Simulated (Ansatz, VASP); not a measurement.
**Ta: VASP beside Ansatz**

INCAR

```
SYSTEM = Ta
PREC     = Accurate       ! precision mode
ENCUT    = 520            ! plane-wave cutoff, eV
EDIFF    = 1E-6           ! SCF threshold, eV
ISMEAR   = 0              ! smearing method
SIGMA    = 0.022          ! smearing width, eV
LREAL    = .False.        ! projectors in reciprocal space
LASPH    = .True.         ! aspherical terms in the spheres
NELM     = 80             ! most SCF steps
ALGO     = Normal         ! electronic algorithm
ISIF     = 2              ! what is computed and relaxed
LWAVE    = .False.        ! write WAVECAR
LCHARG   = .True.         ! write CHGCAR
GGA      = PE             ! functional
LELF     = .True.         ! ELF
LVHAR    = .True.       
NBANDS   = 12             ! bands
```

KPOINTS

```
Automatic mesh
0
Gamma
  11 11 11
  0 0 0
```

Contents of POSCAR:

```
Ta
1.0
   -1.6512800000      1.6512800000      1.6512800000
    1.6512800000     -1.6512800000      1.6512800000
    1.6512800000      1.6512800000     -1.6512800000
Ta
1
Direct
    0.0000000000      0.0000000000      0.0000000000
```

The input input.yaml:

```yaml
crystal:
  lattice:
    - [-1.65128, 1.65128, 1.65128]
    - [1.65128, -1.65128, 1.65128]
    - [1.65128, 1.65128, -1.65128]
  atoms:
    - { symbol: Ta, position: [0.0, 0.0, 0.0] }
kpoints:
  mp_grid: { grid: [11, 11, 11] }
scf:
  occupations: { method: gaussian, width: 0.022 }
hamiltonian:
  xc: pbe
  pseudopotentials: { kind: all_electron, lapw: { basis_error: 0.001 } }
output:
  forces: true
  stress: true
  eigenvalues: true
```

Alike in both runs: task single point; functional PBE; k mesh 11 × 11 × 11; occupations gaussian, width 0.022 eV; no spin polarisation.

```csv
,VASP,Ansatz
version,VASP 6.6.1,Ansatz 0.2.0
potentials or method,"VASP PAW PBE potentials, release 64 (Ta_pv)","all-electron LAPW, scalar-relativistic"
plane-wave cutoff (eV),520,see its input
```

Ansatz gave:

| Item | Value |
| --- | --- |
| gap on the k mesh at the Fermi level (eV) | none |
| pressure (GPa) | 2.1 |

Problem. Estimate VASP's values.

Solution. gap on the k mesh at the Fermi level (eV): none; pressure (GPa): 2.2.

A gap of «none» marks a metal or a gap that the smearing closes. Ansatz ran all-electron here, so the differences hold the error of VASP's frozen core and of both bases.

Spin-orbit coupling is left out, which matters for the levels of Ta.
